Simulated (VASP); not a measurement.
Data:

```
InN
1.0
    0.00000     2.49000     2.49000
    2.49000     0.00000     2.49000
    2.49000     2.49000     0.00000
In N
1 1
Cartesian
  0.00000   0.00000   0.00000
  1.24500   1.24500   1.24500
```

Level of theory: PBE GGA, VASP's PBE PAW potentials (set 64) (plane waves; VASP). Settings: 520 eV cut-off, 8×8×8 Γ-centred mesh, tetrahedra, potentials In_d N.

Unless said otherwise, spin-orbit coupling is left out, though it shifts the bands of the heavy elements here.

Question: What does the run give for the energy per atom (σ→0), pressure, band gap (on the k-mesh) with the smallest direct gap where there is one?

Answer: 
```
Quantity                                                     Value
------------------------  ----------------------------------------
band gap (on the k-mesh)  none (metal, semimetal or under 0.01 eV)
energy per atom (σ→0)                               -5.330 eV/atom
pressure                                                  5.74 GPa
```

The absolute energy has meaning only against runs of the same code, potentials and settings.

The compound is InN in the zinc blende structure, a metastable form; wurtzite is the usual one. The cell was not relaxed at this level. The run is one of a series of settings (ISMEAR = -4, SIGMA removed against the base run), some of them coarse on purpose.
